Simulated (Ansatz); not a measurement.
The system is BAs.

```xyz
2
Lattice="2.9570 0.0000 0.0000 0.0000 2.9570 0.0000 0.0000 0.0000 2.9570" Properties=species:S:1:pos:R:3 pbc="T T T"
B     1.4785    1.4785    1.4785
As    0.0000    0.0000    0.0000
```

The cell was built by a generator and needn't be a form met in nature.

| Item | Value |
| --- | --- |
| Program | Ansatz 0.2.0 |
| Task | relaxation of cell and atoms |
| Functional | HSE03 |
| Potentials or basis | Ansatz PAW |
| Cutoff | 420 eV (not typed: the program's choice for these potentials) |
| k mesh | 5 × 5 × 5 |
| Occupations | fermi-dirac, width 0.05 eV |
| Spin | no spin polarisation |

At the start: volume 12.93 Å³/atom.

Task: How do energy, volume and symmetry change on relaxing?

Result: It ends after 6 steps and the volume is 11.99 Å³/atom (-7.3 %); space group Pm-3m (No. 221, to 0.05 Å).

Step by step:
| step | energy change (eV) | largest force (eV/Å) | volume (Å³) |
| --- | --- | --- | --- |
| 1 | 0.0000 | 0.0000 | 25.86 |
| 2 | -0.0452 | 0.0000 | 23.43 |
| 3 | -0.0496 | 0.0000 | 24.04 |
| 4 | -0.0497 | 0.0000 | 23.99 |
| 5 | -0.0497 | 0.0000 | 23.97 |
| 6 | -0.0488 | 0.0000 | 23.97 |

Final structure:
```
CELL_PARAMETERS angstrom
2.88338 0.00000 0.00000
0.00000 2.88338 0.00000
0.00000 0.00000 2.88338
ATOMIC_POSITIONS crystal
B 0.50000 0.50000 0.50000
As 0.00000 0.00000 0.00000
```

Caveat: the k mesh is coarse (spacing up to 0.42 Å⁻¹), so the values aren't converged, least of all with exact exchange; the plane-wave basis is chosen anew once the cell has moved, so the energies of steps on either side of that aren't comparable; the PAW data sets come from PBE, with cores solved anew for the run's functional, which leaves a small shift of forces and pressure.
